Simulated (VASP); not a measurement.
Wanted: the native input for a VASP 6.6.1 run.

```yaml
Task: relaxation of cell and atoms
Functional: PBE
Dispersion: D3(BJ)
Potentials_or_basis: VASP PAW PBE potentials, release 64 (Sb)
Cutoff: 600 eV
k_mesh: 8 × 8 × 8
Occupations: fermi-dirac, width 0.05 eV
Spin: no spin polarisation
Ladder: gaps
Further_INCAR_settings: ALGO = Normal; EDIFF = 1e-06; IBRION = 2; EDIFFG = -0.02; NSW = 40; ISIF = 3
```

The structure of Sb lies in POSCAR:

```
Sb
1.0
    2.1542000000      1.2437279499      3.7580000000
   -2.1542000000      1.2437279499      3.7580000000
    0.0000000000     -2.4874558998      3.7580000000
Sb
2
Direct
    0.7665100000      0.7665100000      0.7665100000
    0.2334900000      0.2334900000      0.2334900000
```

These files were run (other wordings do the same):

INCAR

```
SYSTEM = Sb
PREC = Accurate ; ENCUT = 600
EDIFF = 1E-6 ; ISMEAR = -1
SIGMA = 0.05 ; LREAL = .FALSE.
LASPH = .TRUE. ; NELM = 80
ALGO = Normal ; ISIF = 3
LWAVE = .FALSE. ; LCHARG = .FALSE.
GGA = PE ; IVDW = 12
IBRION = 2 ; NSW = 40
EDIFFG = -0.02
```

KPOINTS

```
Automatic mesh
0
G
  8 8 8
  0 0 0
```

Potentials or basis: VASP PAW PBE potentials, release 64 (Sb).

Command:

```sh
$ cat potpaw_PBE.64/Sb/POTCAR > POTCAR
$ mpirun -np 1 vasp_std > vasp.out
```

It gave:

```json
{"Relaxed volume": "29.75 Å³/atom", "Relaxed cell": "a = 4.445 Å, b = 4.445 Å, c = 4.445 Å, α = 58.16°, β = 58.16°, γ = 58.16°", "Space group after relaxing (to 0.05 Å)": "R-3m (No. 166)", "Energy gained by relaxing": "3.9 meV/atom", "Ionic steps": "6", "Pressure after relaxing": "0.0 GPa", "Largest force after relaxing": "0.016 eV/Å", "Band gap on the k mesh": "none (metal or under the smearing width)", "Dispersion energy per atom": "-0.480 eV"}
```

Caveat: pairwise dispersion overbinds metals, which lowers pressure and volume.

It took 93 s on 1 thread of Intel(R) Xeon(R) Platinum 8259CL CPU @ 2.50GHz (Skylake/Cascade Lake), on a shared host, peak memory 0.23 GiB.
